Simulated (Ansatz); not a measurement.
# Phonon-limited transport in Ti3SiC2 (P6_3/mmc)

Given:

```
Ti3C2Si
1.0
    3.04249     0.00000     0.00000
   -1.52125     2.63488     0.00000
    0.00000     0.00000    17.58113
Ti Si C
6 2 4
Direct
  0.66667   0.33333   0.36520
  0.33333   0.66667   0.63480
  0.33333   0.66667   0.86520
  0.66667   0.33333   0.13480
  0.00000   0.00000   0.50000
  0.00000   0.00000   0.00000
  0.00000   0.00000   0.75000
  0.00000   0.00000   0.25000
  0.33333   0.66667   0.42784
  0.66667   0.33333   0.57216
  0.66667   0.33333   0.92784
  0.33333   0.66667   0.07216
```

Computed with PBEsol, DFPT electron-phonon coupling, linearised Boltzmann equation (plane waves, PAW, scalar-relativistic; Ansatz, a quantum-chemistry and plane-wave program). Cell: relaxed with this functional, without spin-orbit coupling.

The resistivity at 300 K comes out as 14.5 (x), 14.5 (y), 19.4 (z) μΩ·cm and the electron mean free path at 300 K (weighted by the current that each state carries) is 12.1 (x), 12.1 (y), 8.7 (z) nm. The electron-phonon coupling λ is 0.29. The transport coupling λ_tr is 0.31 (x), 0.31 (y), 0.33 (z) and the logarithmic mean phonon energy is 34 meV. The density of states at the Fermi level is 2.1 states/(eV·spin·cell), the drude plasma energy is 4.2 (x), 4.2 (y), 3.9 (z) eV and the Tc for μ* = 0.10 (anisotropic Eliashberg) is below 1 K. The Tc for μ* = 0.13 (anisotropic Eliashberg) comes out as below 1 K.

A metal at this level (no band gap). Only scattering by harmonic phonons is included (no impurities, grain boundaries, electron-electron scattering or thermal expansion). Spin-orbit coupling is left out. Halving the electron mesh (32x32x8) moves the resistivity by up to 3 % at 300 K, the mean free path by up to 10 %, the coupling by up to 4 %. Smearing 0.20 eV; phonons on a 5x5x1 q mesh, which this run doesn't test and which matters most at low temperature. Tc comes from the anisotropic Migdal-Eliashberg equations with μ*, a chosen number, referred to 43 meV.
